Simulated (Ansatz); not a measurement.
## CaF₂, space group Fm-3m: an equation of state with a fit, step by step

With Ansatz 0.2.0 through its Python package.

Run as a notebook:

In [1]:
```python
import ansatz as az
import numpy as np

XC = 'pbesol'
CUTOFF_EV = 510
FILLING = 'fermi_dirac'
KGRID = (6, 6, 6)

vectors0 = np.array([
    [0.0, 2.731, 2.731],
    [2.731, 0.0, 2.731],
    [2.731, 2.731, 0.0],
])
sites = [
    ('Ca', (0.0, 0.0, 0.0)),
    ('F', (0.25, 0.25, 0.25)),
    ('F', (0.75, 0.75, 0.75)),
]
```

In [2]:
```python
def on_lattice(cell):
    crystal = az.Crystal(lattice=az.Lattice.of(cell))
    for symbol, position in sites:
        crystal = crystal.atom(symbol, position)
    return crystal
```

In [3]:
```python
# uniform scaling of the cell
volumes, energies, pressures = [], [], []
for scale in np.linspace(0.92, 1.08, 7):
    cell = vectors0 * scale ** (1 / 3)
    setup = (
        on_lattice(cell).calculation()
        .functional(XC)
        .basis(CUTOFF_EV)  # cutoff of the orbital basis
        .occupations(FILLING, width=20 * az.meV)
        .kpoints(*KGRID)
        .stress()
    )
    report = setup.run(threads=1, pin='off').report
    volumes.append(abs(np.linalg.det(cell)) / len(sites))
    energies.append(report['free_energy_ev'] / len(sites))
    pressures.append(np.trace(report['stress_gpa']) / 3)
    print(f'V = {volumes[-1]:8.4f} A^3/atom  F = {energies[-1]:.5f} eV/atom  P = {pressures[-1]:8.3f} GPa')
```
```text
V =  12.4929 A^3/atom  F = -1133.61858 eV/atom  P =    6.008 GPa
V =  12.8550 A^3/atom  F = -1133.62865 eV/atom  P =    2.975 GPa
V =  13.2171 A^3/atom  F = -1133.63236 eV/atom  P =    0.369 GPa
V =  13.5792 A^3/atom  F = -1133.63060 eV/atom  P =   -1.870 GPa
V =  13.9413 A^3/atom  F = -1133.62414 eV/atom  P =   -3.796 GPa
V =  14.3034 A^3/atom  F = -1133.61364 eV/atom  P =   -5.452 GPa
V =  14.6655 A^3/atom  F = -1133.59967 eV/atom  P =   -6.875 GPa
```

In [4]:
```python
# third-order Birch-Murnaghan: a cubic in V^(-2/3)
x = np.array(volumes) ** (-2 / 3)
poly = np.polynomial.Polynomial.fit(x, energies, 3).convert()
roots = poly.deriv().roots()
x0 = min((r.real for r in roots if abs(r.imag) < 1e-9 and poly.deriv(2)(r.real) > 0), key=lambda r: abs(r - x.mean()))
v0 = x0 ** -1.5
b0 = 4 / 9 * poly.deriv(2)(x0) * v0 ** (-7 / 3) * 160.21766
b1 = 4 + 2 / 3 * x0 * poly.deriv(3)(x0) / poly.deriv(2)(x0)
print(f'V0 = {v0:.4f} A^3/atom, B0 = {b0:.1f} GPa, dB/dP = {b1:.2f}')
```
```text
V0 = 13.2732 A^3/atom, B0 = 86.4 GPa, dB/dP = 4.54
```

A third-order Birch-Murnaghan fit through the 7 points has its minimum at 13.27 Å³ an atom, 2.3 % below the typed cell, with a bulk modulus of 86 GPa and dB/dP = 4.5. From that minimum the energy rises by 13.8 meV an atom on the compressed side and 32.8 meV on the expanded side.

What to keep in mind:
- Total energies depend on the potentials; only differences at equal settings carry meaning.
- Pressure is positive in compression.
- The starting cell is as deposited in a crystallographic database; the results hold for this polymorph, which needn't be the stable one.
- Hardware and time: 5.2 s on 1 thread of Arm Neoverse V2 (shared host), peak memory 0.35 GiB.
